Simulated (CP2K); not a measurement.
Crystal: Ge.

```
Ge
1.0
     4.00068    0.00000    0.00000
     2.00034    3.46469    0.00000
     2.00034    1.15490    3.26654
Ge
2
Direct
  0.75000 0.75000 0.75000
  0.50000 0.50000 0.50000
```

Base run:

| Item | Value |
| --- | --- |
| Program | CP2K 2026.2 |
| Functional | r2SCAN |
| Dispersion | D3(BJ) |
| Potentials or basis | POTENTIAL_UZH Ge GTH-SCAN-q4; TZVP-MOLOPT-SCAN-GTH basis |
| Density cutoff | 9184 eV |
| k mesh | 8 × 8 × 8 |
| Occupations | fermi-dirac, width 0.05 eV |
| Spin | no spin polarisation |

Its results: band gap on the k mesh 0.48 eV, direct; pressure -3.9 GPa.

Problem. The run is repeated on the same cell with these changes: dispersion from D3(BJ) to none. What comes out?

Solution. Band gap on the k mesh 0.48 eV, direct; pressure -3.0 GPa.

Dispersion adds attraction, which lowers the pressure at fixed volume and, as a term added to the energy, leaves the levels alone.

Caveats: the basis of atomic orbitals isn't converged, which shifts pressures, moduli and gaps.

A k mesh can miss the band edges.
